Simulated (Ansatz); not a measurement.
Computed with DFT PBE, scalar-relativistic, plane waves, PAW (Ansatz). Settings: cutoff 420 eV, Γ-centred meshes spaced at most about 0.3 Å⁻¹, and about 0.25 Å⁻¹ or finer for metals (2π included), Gaussian smearing. No spin polarisation.

These are static total energies at zero pressure.

Two forms of Be₃Te₄ were relaxed alike.

A.

```
CELL_PARAMETERS angstrom
10.66678 0.00000 0.00000
-5.33339 9.23771 0.00000
0.00000 0.00000 3.93181
ATOMIC_POSITIONS crystal
Be 0.40279 0.17912 0.75000
Be 0.77633 0.59721 0.75000
Be 0.82088 0.22368 0.75000
Be 0.22368 0.40279 0.25000
Be 0.17912 0.77633 0.25000
Be 0.59721 0.82088 0.25000
Te 0.66667 0.33333 0.75000
Te 0.96624 0.31937 0.25000
Te 0.68063 0.64687 0.25000
Te 0.35313 0.03376 0.25000
Te 0.33333 0.66667 0.25000
Te 0.31937 0.35313 0.75000
Te 0.64687 0.96624 0.75000
Te 0.03376 0.68063 0.75000
```

B.

```
CELL_PARAMETERS angstrom
5.57158 0.00000 0.00000
0.00000 5.57158 0.00000
0.00000 0.00000 5.57158
ATOMIC_POSITIONS crystal
Be 0.50000 0.00000 0.50000
Be 0.00000 0.50000 0.50000
Be 0.50000 0.50000 0.00000
Te 0.75335 0.24665 0.75335
Te 0.75335 0.75335 0.24665
Te 0.24665 0.75335 0.75335
Te 0.24665 0.24665 0.24665
```

Task: Which is lower in energy, and by how much?

Result: B is lower, by 61 meV/atom. A has space group P6_3/m (No. 176), 27.7 Å³/atom and no gap on its mesh; B has space group P-43m (No. 215), 24.7 Å³/atom and no gap. The denser one is the lower, and pressure would at first widen the difference. In A, Be is surrounded by 4 Te at 2.39–2.45 Å; Te on a site of symmetry -6 is surrounded by 3 Be at 2.45 Å; Te on a site of symmetry m has 3 Be at 2.39–2.43 Å. In B, around Be lie 4 Te at 2.42 Å; around Te lie 3 Be at 2.42 Å. Both come from invented guesses. The lowest form computed isn't among them: it has space group Pmm2 (No. 25), 26.6 Å³/atom and lies 66 meV/atom below the best shown.

These runs have no spin–orbit coupling, which can matter for Te. Cells relaxed within their symmetry can be saddle points. Some structure types and database cells were kept out of the candidates from the start, so a known form may be missing.
